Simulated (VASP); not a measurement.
# MgO (Fm-3m) in VASP: notebook, part 2 of 2

VASP 6.6.1. The steps go on from the part before.

### Step 3. Relaxation of cell and atoms, PBEsol

This run uses another cell than the first one, of 9.33 Å³/atom, 0.995 times its volume.

INCAR

```
SYSTEM = MgO
ALGO = Fast ; EDIFF = 1E-7
EDIFFG = -0.002 ; ENCUT = 520
GGA = PS ; IBRION = 2
ISIF = 3 ; ISMEAR = 0
KPAR = 4 ; LASPH = .TRUE.
LCHARG = .FALSE. ; LREAL = .FALSE.
LWAVE = .FALSE. ; NELM = 100
NSW = 80 ; PREC = Accurate
SIGMA = 0.02
```

KPOINTS

```
k-points
0
G
  12 12 12
  0 0 0
```

POSCAR

```
MgO                                     
1.0
    0.0000000000      2.1048952452      2.1048952452
    2.1048952452      0.0000000000      2.1048952452
    2.1048952452      2.1048952452      0.0000000000
  Mg              O             
     1     1
Direct
     0.0000000000000000    0.0000000000000000    0.0000000000000000
     0.5000000000000000    0.5000000000000000    0.5000000000000000
```

Potentials or basis: VASP PAW PBE potentials, release 64 (Mg, O).

Run with:

```sh
$ cat potpaw_PBE.64/Mg/POTCAR potpaw_PBE.64/O/POTCAR > POTCAR
$ mpirun -np 4 vasp_std > vasp.out
```

OUTCAR:

```text
SYSTEM = MgO
   EDIFF = 1E-7
   EDIFFG = -0.002
   ENCUT = 520
   GGA = PS
   IBRION = 2
   ISIF = 3
   ISMEAR = 0
   LASPH = .TRUE.
   LREAL = .FALSE.
   NELM = 100
   NSW = 80
   PREC = Accurate

 ion  position               nearest neighbor table
   1  0.000  0.000  0.000-   2 2.10   2 2.10   2 2.10   2 2.10   2 2.10   2 2.10
   2  0.500  0.500  0.500-   1 2.10   1 2.10   1 2.10   1 2.10   1 2.10   1 2.10

  LATTYP: Found a face centered cubic cell.
 ALAT       =     4.2097904904

  Lattice vectors:

 A1 = (   0.0000000000,   2.1048952452,   2.1048952452)
 A2 = (   2.1048952452,   0.0000000000,   2.1048952452)
 A3 = (   2.1048952452,   2.1048952452,   0.0000000000)

Analysis of symmetry for initial positions (statically):
=====================================================================
 Subroutine PRICEL returns:
 Original cell was already a primitive cell.

 Routine SETGRP: Setting up the symmetry group for a
 face centered cubic supercell.

 Subroutine GETGRP returns: Found 48 space group operations
 (whereof 48 operations were pure point group operations)
 out of a pool of 48 trial point group operations.

The static configuration has the point symmetry O_h .

Analysis of symmetry for dynamics (positions and initial velocities):
=====================================================================
 Subroutine PRICEL returns:
 Original cell was already a primitive cell.

 Routine SETGRP: Setting up the symmetry group for a
 face centered cubic supercell.

 Subroutine GETGRP returns: Found 48 space group operations
 (whereof 48 operations were pure point group operations)
 out of a pool of 48 trial point group operations.

The dynamic configuration has the point symmetry O_h .

 Subroutine INISYM returns: Found 48 space group operations
 (whereof 48 operations are pure point group operations),
 and found     1 'primitive' translations

----------------------------------------------------------------------------------------

                                     Primitive cell

  volume of cell :      18.6518

  direct lattice vectors                    reciprocal lattice vectors
     0.000000000  2.104895245  2.104895245    -0.237541512  0.237541512  0.237541512
     2.104895245  0.000000000  2.104895245     0.237541512 -0.237541512  0.237541512
     2.104895245  2.104895245  0.000000000     0.237541512  0.237541512 -0.237541512

  length of vectors
     2.976771403  2.976771403  2.976771403     0.411433968  0.411433968  0.411433968

  position of ions in fractional coordinates (direct lattice)
     0.000000000  0.000000000  0.000000000
     0.500000000  0.500000000  0.500000000

  ion indices of the primitive-cell ions
   primitive index   ion index
                 1           1
                 2           2

----------------------------------------------------------------------------------------

 KPOINTS: k-points

Automatic generation of k-mesh.
 Grid dimensions read from file:
 generate k-points for:   12   12   12

 Generating k-lattice:

  Cartesian coordinates                     Fractional coordinates (reciprocal lattice)
    -0.019795126  0.019795126  0.019795126     0.083333333  0.000000000  0.000000000
     0.019795126 -0.019795126  0.019795126     0.000000000  0.083333333  0.000000000
     0.019795126  0.019795126 -0.019795126     0.000000000  0.000000000  0.083333333

  Length of vectors
     0.034286164  0.034286164  0.034286164

  Shift w.r.t. Gamma in fractional coordinates (k-lattice)
     0.000000000  0.000000000  0.000000000

 Subroutine IBZKPT returns following result:
 ===========================================

 Found     72 irreducible k-points:

 Following reciprocal coordinates:
            Coordinates               Weight
  0.000000  0.000000  0.000000      1.000000
  0.083333  0.000000  0.000000      8.000000
  0.166667  0.000000  0.000000      8.000000
  0.250000  0.000000  0.000000      8.000000
  0.333333  0.000000  0.000000      8.000000
  0.416667  0.000000  0.000000      8.000000
[... 16 lines left out ...]
  0.500000  0.166667  0.000000     24.000000
 -0.416667  0.166667  0.000000     24.000000
 [... further k-points ...]
   k-points           NKPTS =     72   k-points in BZ     NKDIM =     72   number of bands    NBANDS=      8
   number of dos      NEDOS =    301   number of ions     NIONS =      2
   total plane-waves  NPLWV =  13824
   dimension x,y,z NGX =    24 NGY =   24 NGZ =   24
   dimension x,y,z NGXF=    48 NGYF=   48 NGZF=   48
   ions per type =               1   1
   NGX,Y,Z   is equivalent  to a cutoff of  13.40, 13.40, 13.40 a.u.
   NGXF,Y,Z  is equivalent  to a cutoff of  26.81, 26.81, 26.81 a.u.
 SYSTEM =  MgO
   PREC   = accura    normal or accurate (medium, high low for compatibility)
   ISTART =      0    job   : 0-new  1-cont  2-samecut
   ICHARG =      2    charge: 1-file 2-atom 10-const
   ISPIN  =      1    spin polarized calculation?
   LNONCOLLINEAR =      F non collinear calculations
   LSORBIT =      F    spin-orbit coupling
   LASPH  =      T    aspherical Exc in radial PAW
   ENCUT  =  520.0 eV  38.22 Ry    6.18 a.u.   5.53  5.53  5.53*2*pi/ulx,y,z
   NELM   =    100;   NELMIN=  2; NELMDL= -5     # of ELM steps
   EDIFF  = 0.1E-06   stopping-criterion for ELM
   LREAL  =      F    real-space projection
   EDIFFG = -.2E-02   stopping-criterion for IOM
   NSW    =     80    number of steps for IOM
   IBRION =      2    ionic relax: 0-MD 1-quasi-New 2-CG
   NFREE  =      1    steps in history (QN), initial steepest desc. (CG)
   ISIF   =      3    stress and relaxation
   ISYM   =      2    0-nonsym 1-usesym 2-fastsym
   POTIM  = 0.5000    time-step for ionic-motion
   TEBEG  =    0.0;   TEEND  =   0.0 temperature during run
   PSTRESS=    0.0 pullay stress
   NELECT =       8.0000    total number of electrons
   NUPDOWN=      -1.0000    fix difference up-down
   EMIN   =  10.00;   EMAX   =-10.00  energy-range for DOS
   EFERMI =   0.00;   METHOD = LEGACY
   ISMEAR =     0;   SIGMA  =   0.02  broadening in eV -4-tet -1-fermi 0-gaus
   EFERMI_NEDOS =   21; number of points for ismear=-14 and -15
   IALGO  =     68    algorithm
   IMIX   =      4    mixing-type and parameters
     AMIX     =   0.40;   BMIX     =  1.00
     AMIX_MAG =   1.60;   BMIX_MAG =  1.00
  volume/ion in A,a.u.               =       9.33        62.93
  Fermi-wavevector in a.u.,A,eV,Ry     =   1.234613  2.333081 20.738958  1.524270
  Thomas-Fermi vector in A             =   2.369296
   LORBIT       =      0    0 simple, 1 ext, 2 COOP (PROOUT), +10 PAW based schemes
   GGA     = PS    functional components
   LHFCALC =     F    Hartree Fock is set to
   AEXX    =    0.0000 exact exchange contribution
   IVDW    =     0    specifies the selected vdW correction
   LEPSILON=     F    determine dielectric tensor
   LRPA    =     F    only Hartree local field effects (RPA)
 conjugate gradient relaxation of ions
 non-spin polarized calculation
 RMM-DIIS sequential band-by-band and
 Gauss-broadening in eV      SIGMA  =   0.02
  energy-cutoff  :      520.00
  volume of cell :       18.65
 maximum number of plane-waves:       531
 NGX is ok and might be reduce to    24
   NGX = 11   NGY = 11   NGZ = 11

 number of electron       8.0000005 magnetization

 Free energy of the ion-electron system (eV)
  ---------------------------------------------------
  ext. energy  EPLUGINS =         0.00000000
  ---------------------------------------------------
  free energy    TOTEN  =       -12.51248513 eV

  energy without entropy =      -12.51248513  energy(sigma->0) =      -12.51248513

 E-fermi :   3.2614     XC(G=0): -11.3182

 val. band max:        3.0797662456   @ k =   0.0000   0.0000   0.0000
 cond. band min:       7.7294829193   @ k =   0.0000   0.0000   0.0000
 fundamental gap:      4.6497166738
 Fermi energy:         3.2613992603

 k-point     1 :       0.0000    0.0000    0.0000
  band No.  band energies     occupation
      1     -14.1346      2.00000
      2       3.0798      2.00000
      3       3.0798      2.00000
      4       3.0798      2.00000
      5       7.7295      0.00000
      6      18.7203      0.00000
      7      18.7203      0.00000
      8      18.7203      0.00000
[... 243 lines left out ...]
 k-point    24 :      -0.4167    0.1667    0.0000
  band No.  band energies     occupation
      1     -12.7274      2.00000
      2      -1.2002      2.00000
      3       1.4709      2.00000
      4       2.2844      2.00000
      5      11.9989      0.00000
      6      15.3401      0.00000
      7      17.1697      0.00000
      8      19.9120      0.00000

 [... further k-points ...]
[... 5 lines left out ...]
  --------------------------------------------------------------------------------------
  -------------------------------------------------------------------------------------
  Total       -0.0034897     -0.0034897     -0.0034897      0.0000000      0.0000000      0.0000000
  in kB       -0.2997622     -0.2997622     -0.2997622      0.0000000      0.0000000      0.0000000
  external PRESSURE =      -0.2997622 kB  Pullay stress =       0.0000000 kB

 VOLUME and BASIS-vectors are now :
 -----------------------------------------------------------------------------
  energy-cutoff  :      520.00
  volume of cell :       18.65
      direct lattice vectors                 reciprocal lattice vectors
     0.000000000  2.104895245  2.104895245    -0.237541512  0.237541512  0.237541512
     2.104895245  0.000000000  2.104895245     0.237541512 -0.237541512  0.237541512
     2.104895245  2.104895245  0.000000000     0.237541512  0.237541512 -0.237541512

 POSITION                                       TOTAL-FORCE (eV/Angst)
 -----------------------------------------------------------------------------------
      0.00000      0.00000      0.00000        -0.000000     -0.000000      0.000000
      2.10490      2.10490      2.10490         0.000000      0.000000      0.000000
 -----------------------------------------------------------------------------------
    total drift:                               -0.000000     -0.000000      0.000000

  FREE ENERGIE OF THE ION-ELECTRON SYSTEM (eV)
  ---------------------------------------------------
  free  energy   TOTEN  =       -12.5124851317 eV

  energy  without entropy=      -12.5124851317  energy(sigma->0) =      -12.51248513

 reached required accuracy - stopping structural energy minimisation
```

OSZICAR:

```text
N       E                     dE             d eps       ncg     rms          rms(c)
DAV:   1     0.102508182176E+02    0.10251E+02   -0.47783E+03  1384   0.878E+02
DAV:   2    -0.136283153096E+02   -0.23879E+02   -0.23064E+02  1480   0.134E+02
DAV:   3    -0.138980739648E+02   -0.26976E+00   -0.26976E+00  1400   0.164E+01
DAV:   4    -0.138985237984E+02   -0.44983E-03   -0.44983E-03  1608   0.639E-01
DAV:   5    -0.138985241771E+02   -0.37873E-06   -0.37873E-06  1480   0.121E-02    0.667E+00
RMM:   6    -0.125423108751E+02    0.13562E+01   -0.31184E+00  1152   0.150E+01    0.206E+00
RMM:   7    -0.125265395041E+02    0.15771E-01   -0.79039E-02  1152   0.256E+00    0.136E+00
RMM:   8    -0.125156509680E+02    0.10889E-01   -0.36208E-02  1152   0.273E+00    0.370E-01
RMM:   9    -0.125130894580E+02    0.25615E-02   -0.19684E-03  1152   0.468E-01    0.210E-01
RMM:  10    -0.125124476200E+02    0.64184E-03   -0.24388E-03  1152   0.430E-01    0.307E-02
RMM:  11    -0.125125195641E+02   -0.71944E-04   -0.31324E-04  1152   0.168E-01    0.416E-02
RMM:  12    -0.125124966115E+02    0.22953E-04   -0.18220E-05  1152   0.438E-02    0.246E-02
RMM:  13    -0.125124859575E+02    0.10654E-04   -0.50559E-05  1152   0.636E-02    0.395E-03
RMM:  14    -0.125124851841E+02    0.77347E-06   -0.13322E-06  1147   0.119E-02    0.211E-03
RMM:  15    -0.125124851317E+02    0.52328E-07   -0.57853E-07  1053   0.690E-03
   1 F= -.12512485E+02 E0= -.12512485E+02  d E =-.125125E+02
```

CONTCAR:

```text
MgO
   1.00000000000000
     0.0000000000000000    2.1048952451999998    2.1048952451999998
     2.1048952451999998    0.0000000000000000    2.1048952451999998
     2.1048952451999998    2.1048952451999998    0.0000000000000000
  Mg              O
     1     1
Direct
     0.0000000000000000    0.0000000000000000    0.0000000000000000
     0.5000000000000000    0.5000000000000000    0.5000000000000000

  0.00000000E+00  0.00000000E+00  0.00000000E+00
  0.00000000E+00  0.00000000E+00  0.00000000E+00
```

Run time: 3.1 s. Hardware: 4 MPI ranks of Intel Xeon Platinum 8559C (Emerald Rapids), shared host; peak memory 0.13 GiB.

Results:

- Free energy: -12.5125 eV
- Pressure after relaxing: 0.0 GPa
- Band gap on the k mesh: 4.65 eV, direct

Final structure:
```
Mg O
1.0
     0.00000    2.10490    2.10490
     2.10490    0.00000    2.10490
     2.10490    2.10490    0.00000
Mg O
1 1
Direct
  0.00000 0.00000 0.00000
  0.50000 0.50000 0.50000
```

Caveat: the relaxation stopped at its first step, so nothing moved; the PAW data sets were made with another functional, which shifts forces and pressure a little. A k mesh can miss the band edges.
